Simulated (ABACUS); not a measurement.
The system is Sb.

```
CELL_PARAMETERS angstrom
4.50666 0.00000 0.00000
2.44723 3.78432 0.00000
2.44723 1.33179 3.54223
ATOMIC_POSITIONS crystal
Sb 0.76651 0.76651 0.76651
Sb 0.23349 0.23349 0.23349
```

- Program: ABACUS 3.10.1
- Task: relaxation of cell and atoms
- Functional: PBE
- Potentials or basis: SSSP 1.3 efficiency PBE
- Cutoff: 748 eV
- Density cutoff: 5987 eV
- Basis: plane waves
- k mesh: 6 × 6 × 6
- Occupations: fermi-dirac, width 0.05 eV
- Spin: no spin polarisation

At the start: pressure 2.8 GPa; volume 30.21 Å³/atom.

Task: Where does the relaxation end?

Result: Over 11 steps the energy falls by 15.3 meV/atom and the volume is 32.16 Å³/atom (+6.5 %); space group R-3m (No. 166, to 0.05 Å).

Step by step:
```csv
step,energy change (eV),largest force (eV/Å),pressure (GPa),volume (Å³)
1,0.0000,0.0755,2.82,60.41
2,-0.0107,0.0055,2.10,61.10
3,-0.0254,0.1591,0.18,63.24
4,-0.0263,0.1553,0.02,63.51
5,-0.0288,0.0866,-0.26,64.24
6,-0.0295,0.0226,-0.18,64.37
7,-0.0298,0.0125,-0.03,64.29
8,-0.0299,0.0229,0.06,64.21
9,-0.0302,0.0277,0.14,64.14
10,-0.0304,0.0216,0.16,64.18
11,-0.0306,0.0080,0.09,64.32
```

Final structure:
```
Sb
1.0
     4.62971    0.02892    0.02002
     2.53834    3.87194    0.02002
     2.53834    1.38137    3.61720
Sb
2
Direct
  0.76872 0.76872 0.76872
  0.23128 0.23128 0.23128
```
